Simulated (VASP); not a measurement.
# CdS (Fm-3m) in VASP: notebook, part 3 of 3

VASP 6.6.1. Earlier steps stand in the parts before.

### 5 Dielectric tensor, PBEsol

File INCAR:

```
ALGO = Normal
EDIFF = 1E-8
ENCUT = 600
GGA = PS
ISIF = 2
ISMEAR = 0
LASPH = True
LCHARG = False
LEPSILON = True
LREAL = False
LWAVE = False
NELM = 100
PREC = Accurate
SIGMA = 0.01
```

File KPOINTS:

```
k-points
0
Gamma
  10 10 10
```

File POSCAR:

```
CdS
1.0
    0.0000000000      2.7532440000      2.7532440000
    2.7532440000      0.0000000000      2.7532440000
    2.7532440000      2.7532440000      0.0000000000
Cd S
1 1
Direct
    0.0000000000      0.0000000000      0.0000000000
    0.5000000000      0.5000000000      0.5000000000
```

Potentials or basis: VASP PAW PBE potentials, release 64 (Cd, S).

On the command line:

```
> cat potpaw_PBE.64/Cd/POTCAR potpaw_PBE.64/S/POTCAR > POTCAR
> mpirun -np 1 vasp_std > vasp.out
```

OUTCAR:

```text
EDIFF = 1E-8
   ENCUT = 600
   GGA = PS
   ISIF = 2
   ISMEAR = 0
   LASPH = True
   LEPSILON = True
   LREAL = False
   NELM = 100
   PREC = Accurate

 Found     47 irreducible k-points:

 Following reciprocal coordinates:
            Coordinates               Weight
  0.000000  0.000000  0.000000      1.000000
  0.100000  0.000000  0.000000      8.000000
  0.200000  0.000000  0.000000      8.000000
  0.300000  0.000000  0.000000      8.000000
  0.400000  0.000000  0.000000      8.000000
  0.500000  0.000000  0.000000      4.000000
   k-points           NKPTS =     47   k-points in BZ     NKDIM =     47   number of bands    NBANDS=     13
   number of dos      NEDOS =    301   number of ions     NIONS =      2
   total plane-waves  NPLWV =  32768
   dimension x,y,z NGX =    32 NGY =   32 NGZ =   32
   dimension x,y,z NGXF=    64 NGYF=   64 NGZF=   64
   ions per type =               1   1
   NGX,Y,Z   is equivalent  to a cutoff of  13.66, 13.66, 13.66 a.u.
   NGXF,Y,Z  is equivalent  to a cutoff of  27.33, 27.33, 27.33 a.u.
 SYSTEM =  unknown system
   PREC   = accura    normal or accurate (medium, high low for compatibility)
   ISTART =      0    job   : 0-new  1-cont  2-samecut
   ICHARG =      2    charge: 1-file 2-atom 10-const
   ISPIN  =      1    spin polarized calculation?
   LNONCOLLINEAR =      F non collinear calculations
   LSORBIT =      F    spin-orbit coupling
   LASPH  =      T    aspherical Exc in radial PAW
   ENCUT  =  600.0 eV  44.10 Ry    6.64 a.u.   7.78  7.78  7.78*2*pi/ulx,y,z
   NELM   =    100;   NELMIN=  2; NELMDL= -5     # of ELM steps
   EDIFF  = 0.1E-07   stopping-criterion for ELM
   LREAL  =      F    real-space projection
   EDIFFG = 0.1E-06   stopping-criterion for IOM
   NSW    =      0    number of steps for IOM
   IBRION =     -1    ionic relax: 0-MD 1-quasi-New 2-CG
   NFREE  =      0    steps in history (QN), initial steepest desc. (CG)
   ISIF   =      2    stress and relaxation
   ISYM   =      2    0-nonsym 1-usesym 2-fastsym
   POTIM  = 0.5000    time-step for ionic-motion
   TEBEG  =    0.0;   TEEND  =   0.0 temperature during run
   PSTRESS=    0.0 pullay stress
   NELECT =      18.0000    total number of electrons
   NUPDOWN=      -1.0000    fix difference up-down
   EMIN   =  10.00;   EMAX   =-10.00  energy-range for DOS
   EFERMI =   0.00;   METHOD = LEGACY
   ISMEAR =     0;   SIGMA  =   0.01  broadening in eV -4-tet -1-fermi 0-gaus
   EFERMI_NEDOS =   21; number of points for ismear=-14 and -15
   IALGO  =     38    algorithm
   IMIX   =      4    mixing-type and parameters
     AMIX     =   0.40;   BMIX     =  1.00
     AMIX_MAG =   1.60;   BMIX_MAG =  1.00
  volume/ion in A,a.u.               =      20.87       140.84
  Fermi-wavevector in a.u.,A,eV,Ry     =   1.236833  2.337275 20.813583  1.529755
  Thomas-Fermi vector in A             =   2.371425
   LORBIT       =      0    0 simple, 1 ext, 2 COOP (PROOUT), +10 PAW based schemes
   GGA     = PS    functional components
   LHFCALC =     F    Hartree Fock is set to
   AEXX    =    0.0000 exact exchange contribution
   IVDW    =     0    specifies the selected vdW correction
   LEPSILON=     T    determine dielectric tensor
   LRPA    =     F    only Hartree local field effects (RPA)
 non-spin polarized calculation
 Gauss-broadening in eV      SIGMA  =   0.01
  energy-cutoff  :      600.00
  volume of cell :       41.74
 maximum number of plane-waves:      1411
[... 111 lines left out ...]
  FORCE on cell =-STRESS in cart. coord.  units (eV):
  Direction    XX          YY          ZZ          XY          YZ          ZX
  --------------------------------------------------------------------------------------
  -------------------------------------------------------------------------------------
  Total       -1.0434279     -1.0434279     -1.0434279      0.0000000     -0.0000000      0.0000000
  in kB      -40.0505910    -40.0505910    -40.0505910      0.0000000     -0.0000000      0.0000000
  external PRESSURE =     -40.0505910 kB  Pullay stress =       0.0000000 kB

 VOLUME and BASIS-vectors are now :
 -----------------------------------------------------------------------------
  energy-cutoff  :      600.00
  volume of cell :       41.74
      direct lattice vectors                 reciprocal lattice vectors
     0.000000000  2.753244000  2.753244000    -0.181603955  0.181603955  0.181603955
     2.753244000  0.000000000  2.753244000     0.181603955 -0.181603955  0.181603955
     2.753244000  2.753244000  0.000000000     0.181603955  0.181603955 -0.181603955

 POSITION                                       TOTAL-FORCE (eV/Angst)
 -----------------------------------------------------------------------------------
      0.00000      0.00000      0.00000        -0.000000     -0.000000      0.000000
      2.75324      2.75324      2.75324         0.000000      0.000000      0.000000
 -----------------------------------------------------------------------------------
    total drift:                                0.000000     -0.000000     -0.000000

  FREE ENERGIE OF THE ION-ELECTRON SYSTEM (eV)
  ---------------------------------------------------
  free  energy   TOTEN  =        -6.6197294354 eV

  energy  without entropy=       -6.6197294354  energy(sigma->0) =       -6.61972944

 HEAD OF MICROSCOPIC STATIC DIELECTRIC TENSOR (INDEPENDENT PARTICLE, excluding Hartree and local field effects)
 ------------------------------------------------------
          10.192375     0.000000    -0.000000
           0.000000    10.192375    -0.000000
           0.000000     0.000000    10.192375
 ------------------------------------------------------

 Free energy of the ion-electron system (eV)
  ---------------------------------------------------
  ---------------------------------------------------
  free energy    TOTEN  =        -1.06119950 eV

  energy without entropy =       -1.06119950

------------------------ aborting loop because EDIFF is reached ----------------------------------------

--------------------------------------- Ionic step        2  -------------------------------------------

------------------------ aborting loop because EDIFF is reached ----------------------------------------

--------------------------------------- Ionic step        3  -------------------------------------------

 Free energy of the ion-electron system (eV)
  ---------------------------------------------------
  ---------------------------------------------------
  free energy    TOTEN  =        -1.06119829 eV

  energy without entropy =       -1.06119829

------------------------ aborting loop because EDIFF is reached ----------------------------------------

 PIEZOELECTRIC TENSOR FIELD DIRECTION 3  (e Angst)
 -----------------------------------------------------------------------------
    -0.00043  0.00000  0.00000           ( -0.00000  0.00000  0.00000)
     0.00000 -0.00043 -0.00000           (  0.00000 -0.00000  0.00000)
     0.00000  0.00000 -0.00211           (  0.00000  0.00000  0.00001)

 PIEZOELECTRIC TENSOR FIELD DIRECTION 3  (C/m^2)
 -----------------------------------------------------------------------------
    -0.00016  0.00000  0.00000
     0.00000 -0.00016 -0.00000
     0.00000  0.00000 -0.00081

 MACROSCOPIC STATIC DIELECTRIC TENSOR (including local field effects in DFT)
 ------------------------------------------------------
           9.751723    -0.000000    -0.000000
           0.000000     9.751723     0.000000
           0.000000     0.000000     9.751723
 ------------------------------------------------------

 PIEZOELECTRIC TENSOR (including local field effects)  for field in x, y, z        (e  Angst)
          XX          YY          ZZ          XY          YZ          ZX
  --------------------------------------------------------------------------------
  x     0.00000     0.00000     0.00000     0.00000     0.00000     0.00000
  y     0.00000     0.00000     0.00000     0.00000     0.00000     0.00000
  z     0.00000     0.00000     0.00000     0.00000     0.00000     0.00000

 PIEZOELECTRIC TENSOR (including local field effects)  for field in x, y, z        (C/m^2)
          XX          YY          ZZ          XY          YZ          ZX
  --------------------------------------------------------------------------------
  x     0.00000     0.00000     0.00000     0.00000     0.00000     0.00000
  y     0.00000     0.00000     0.00000     0.00000     0.00000     0.00000
  z     0.00000     0.00000     0.00000     0.00000     0.00000     0.00000

 BORN EFFECTIVE CHARGES (including local field effects) (in |e|, cummulative output)
 ---------------------------------------------------------------------------------
 ion    1
    1     3.01955     0.00000     0.00000
    2     0.00000     3.01955    -0.00000
    3     0.00000     0.00000     3.01955
 ion    2
    1    -3.01955    -0.00000    -0.00000
    2    -0.00000    -3.01955     0.00000
    3     0.00000     0.00000    -3.01955
```

OSZICAR:

```text
N       E                     dE             d eps       ncg     rms          rms(c)
DAV:   1     0.121815029767E+03    0.12182E+03   -0.10079E+04  1230   0.145E+03
[... 12 lines left out ...]
RMM:   5    -0.106046912832E+01   -0.17803E-01   -0.10308E-03  4105   0.251E-01    0.451E-02
RMM:   6    -0.106043304991E+01    0.36078E-04   -0.59770E-05  3851   0.448E-02    0.216E-02
RMM:   7    -0.106113386734E+01   -0.70082E-03   -0.32042E-06  4258   0.157E-02    0.296E-03
RMM:   8    -0.106119377637E+01   -0.59909E-04   -0.46954E-07  4080   0.358E-03    0.688E-04
RMM:   9    -0.106119899094E+01   -0.52146E-05    0.55567E-08  4235   0.102E-03    0.111E-04
RMM:  10    -0.106119819622E+01    0.79472E-06    0.36350E-08  3245   0.157E-04    0.369E-05
RMM:  11    -0.106119853411E+01   -0.33789E-06    0.44098E-08  2677   0.835E-05    0.144E-05
RMM:  12    -0.106119829035E+01    0.24376E-06    0.00000E+00  1196   0.415E-05    0.370E-06
```

stdout:

```text
POSCAR found type information on POSCAR CdS
 POSCAR found :  2 types and       2 ions
 scaLAPACK will be used
 -----------------------------------------------------------------------------
|                                                                             |
|                                                                             |
|     You enforced a specific xc type in the INCAR file but a different       |
[... 28 lines left out ...]
  Direction:   1
 dielectric tensor                  component  1 :     9.752     3.344     0.956
 Linear response to external field, progress :
  Direction:   2
 dielectric tensor                  component  2 :     3.268     9.752     0.090
 Linear response to external field, progress :
  Direction:   3
 dielectric tensor                  component  3 :     0.841     2.437     9.752
 Born effective charges drift removed
```

It took 2.9 min on 1 thread of Intel Xeon Platinum 8488C (Sapphire Rapids), shared host; peak memory 0.34 GiB.

The run converged, but some of its settings lie outside the range that counts as converged, so its numbers aren't taken as properties of the crystal.

What came out:

```
Band gap on the k mesh                  : 0.12 eV, indirect (least direct gap 1.41 eV)
Electronic dielectric tensor (diagonal) : 9.75
Born charges (mean of the diagonal)     : Cd +3.02; S -3.02 e
```

Caveat: the gap is small at this level, which inflates the dielectric constant; the PAW data sets were made with another functional, which shifts forces and pressure a little.

### 6 Summary

| task | level | k mesh | cutoff (eV) | smearing | other keys | gap on the mesh (eV) |
| --- | --- | --- | --- | --- | --- | --- |
| Born charges and dielectric tensor | AM05 | 8 × 8 × 8 | 520 | fermi-dirac 0.05 eV | - | 0.17 |
| Berry-phase polarisation | rev-vdW-DF2 | 6 × 6 × 6 | 520 | gaussian 0.05 eV | k = 6 × 6 × 6; ADDGRID = yes | - |
| dielectric tensor | PBEsol | 12 × 12 × 12 | 800 | gaussian 0.01 eV | - | 0.13 |

Alike in all rows: potentials or basis VASP PAW PBE potentials, release 64 (Cd, S); no spin polarisation; cell as given.

Caveats: the PAW data sets were made with another functional, which shifts forces and pressure a little; the gap is small at this level, which inflates the dielectric constant (some runs).

Absolute energies hang on the potentials; compare differences alone.
